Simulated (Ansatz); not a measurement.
# GaAs: the cost of one run

All numbers are computed with the Python package of Ansatz 0.2.0. The levels of theory stand in the script.

### 1 Starting point

The structure is cubic, space group F-43m (No. 216). The conventional cell has a = 5.654 Å, b = 5.654 Å, c = 5.654 Å, α = 90.00°, β = 90.00°, γ = 90.00°. Around Ga (site symmetry -43m) lie 4 As at 2.45 Å. As (site symmetry -43m) has 4 Ga at 2.45 Å as nearest neighbours.

No structure file is read: the coordinates are typed or built in the script.

### 2 The script

File gaas.py:

```python
'''Functional comparison for GaAs (totals differ with the potentials too).'''

import ansatz as az


def main() -> None:
    system = (
        az.Lattice.of([0.0, 2.82685, 2.82685], [2.82685, 0.0, 2.82685], [2.82685, 2.82685, 0.0])
        .atom('Ga', [0.0, 0.0, 0.0])
        .atom('As', [0.25, 0.25, 0.25])
    )

    calc = (
        system.calculation()
        .pseudopotentials('paw')
        .kpoints(6)
        .occupations('fixed')
        .scf(tolerance=1e-10)
        .forces()
        .stress()
    )

    rows = []
    for value in ['lda', 'revpbe', 'blyp', 'pbesol']:
        rep = calc.functional(value).run(threads=1).report
        rows.append((value, rep['free_energy_ev'] / len(rep['lattice']['sites']), rep['n_iterations'], sum(rep['stress_gpa'][i][i] for i in range(3)) / 3, max(abs(f) for row in rep['forces_ev_ang'] for f in row), rep['n_kpoints']))

    print('  functional   F/atom (eV)    iterations       P (GPa)  max component (eV/A)      k-points')
    for row in rows:
        print(f'{str(row[0]):>12s}  {row[1]:12.5f}  {row[2]:12d}  {row[3]:12.3f}  {row[4]:20.4f}  {row[5]:12d}')


if __name__ == '__main__':
    main()
```

### 3 The calls as engine input

The package turns the script's settings into the engine's input (first run):

```yaml
crystal:
  lattice:
    - [0.0, 2.82685, 2.82685]
    - [2.82685, 0.0, 2.82685]
    - [2.82685, 2.82685, 0.0]
  atoms:
    - { symbol: Ga, position: [0.0, 0.0, 0.0] }
    - { symbol: As, position: [0.25, 0.25, 0.25] }
kpoints:
  mp_grid:
    grid: [6, 6, 6]
hamiltonian:
  xc: lda
  pseudopotentials:
    kind: paw
scf:
  convergence:
    dr2_threshold: 1.0e-10
  occupations:
    method: fixed
output:
  forces: true
  stress: true
```

### 4 Running it

Run with:

```sh
$ python gaas.py
```

Q: Estimate wall time and peak memory on 1 thread of Arm Neoverse V1, shared host.

About 8.1 s, with a peak of 0.36 GiB.
